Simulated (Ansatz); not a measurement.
TiO2:

```
Ti O
1.0
     4.59984    0.00000    0.00000
     0.00000    4.59984    0.00000
     0.00000    0.00000    2.95921
Ti O
2 4
Direct
  0.00000 0.00000 0.50000
  0.50000 0.50000 0.00000
  0.30432 0.30432 0.50000
  0.19568 0.80432 0.00000
  0.80432 0.19568 0.00000
  0.69568 0.69568 0.50000
```

The cell is a database's computed one.

```yaml
Program: Ansatz 0.2.0
Task: relaxation of cell and atoms
Functional: PBE
Potentials_or_basis: Ansatz PAW
Cutoff: "420 eV (not typed: the program's choice for these potentials)"
k_mesh: 6 × 6 × 9
Occupations: fermi-dirac, width 0.05 eV
Spin: no spin polarisation
Hubbard_terms: Ti d U = 6 eV
```

At the start: volume 10.44 Å³/atom.

**Question.** How do energy, volume and symmetry change on relaxing?

**Answer.** It ends after 7 steps and the volume is 10.87 Å³/atom (+4.2 %); space group P4_2/mnm (No. 136, to 0.05 Å).

Step by step:
| step | energy change (eV) | largest force (eV/Å) | volume (Å³) |
| --- | --- | --- | --- |
| 1 | 0.0000 | 0.0116 | 62.61 |
| 2 | -0.0738 | 0.1020 | 64.44 |
| 3 | -0.0766 | 0.0092 | 65.14 |
| 4 | -0.0768 | 0.0027 | 65.13 |
| 5 | -0.0911 | 0.0029 | 65.13 |
| 6 | -0.0908 | 0.0004 | 65.24 |
| 7 | -0.0913 | 0.0003 | 65.24 |

Final structure:
```
Ti O
1.0
     4.64044    0.00000    0.00000
     0.00000    4.64044    0.00000
     0.00000    0.00000    3.02977
Ti O
2 4
Direct
  0.00000 0.00000 0.50000
  0.50000 0.50000 0.00000
  0.30596 0.30596 0.50000
  0.19404 0.80596 0.00000
  0.80596 0.19404 0.00000
  0.69404 0.69404 0.50000
```

Caveat: the plane-wave basis is chosen anew once the cell has moved, so the energies of steps on either side of that aren't comparable; the pressure holds a Pulay correction of +0.7 GPa for the finite cutoff.
